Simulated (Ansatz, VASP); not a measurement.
**ZrC in VASP and in Ansatz**

File INCAR:

```
SYSTEM = ZrC
  PREC = Accurate
  ENCUT = 520
  EDIFF = 1E-7
  ISMEAR = 0
  SIGMA = 0.1
  LREAL = .FALSE.
  LASPH = .TRUE.
  NELM = 60
  ALGO = Normal
  ISIF = 2
  LWAVE = .FALSE.
  LCHARG = .FALSE.
  GGA = PE
  NBANDS = 15
```

The input KPOINTS:

```
regular mesh
0
G
  16 16 16
  0 0 0
```

File POSCAR:

```
ZrC
1.0
    0.0000000000      2.3918087170      2.3918087170
    2.3918087170      0.0000000000      2.3918087170
    2.3918087170      2.3918087170      0.0000000000
Zr C
1 1
Direct
    0.5000000000      0.5000000000      0.5000000000
    0.0000000000      0.0000000000      0.0000000000
```

Input for Ansatz:

```yaml
crystal:
  lattice:
    - [0.0, 2.391808717, 2.391808717]
    - [2.391808717, 0.0, 2.391808717]
    - [2.391808717, 2.391808717, 0.0]
  atoms:
    - { symbol: Zr, position: [0.5, 0.5, 0.5] }
    - { symbol: C, position: [0.0, 0.0, 0.0] }
basis:
  ecutwfc: 420
kpoints:
  mp_grid: { grid: [16, 16, 16] }
hamiltonian:
  xc: pbe
scf:
  occupations: { method: gaussian, width: 0.1 }
output:
  forces: true
  stress: true
  eigenvalues: true
```

Alike in both runs: task single point; functional PBE; k mesh 16 × 16 × 16; occupations gaussian, width 0.1 eV; no spin polarisation.

|  | VASP | Ansatz |
| --- | --- | --- |
| version | VASP 6.6.1 | Ansatz 0.2.0 |
| potentials or method | VASP PAW PBE potentials, release 64 (Zr_sv, C) | scalar-relativistic, plane waves, PAW |
| plane-wave cutoff (eV) | 520 | 420 |
| valence electrons in the cell | 16 | 16 |

|  | VASP | Ansatz | Ansatz less VASP |
| --- | --- | --- | --- |
| gap on the k mesh at the Fermi level (eV) | none | none | - |
| pressure (GPa) | -9.3 | -9.6 | -0.21 |

A gap of «none» marks a metal or a gap that the smearing closes. With one functional, cell and mesh, what is left measures potentials, basis and numerics.
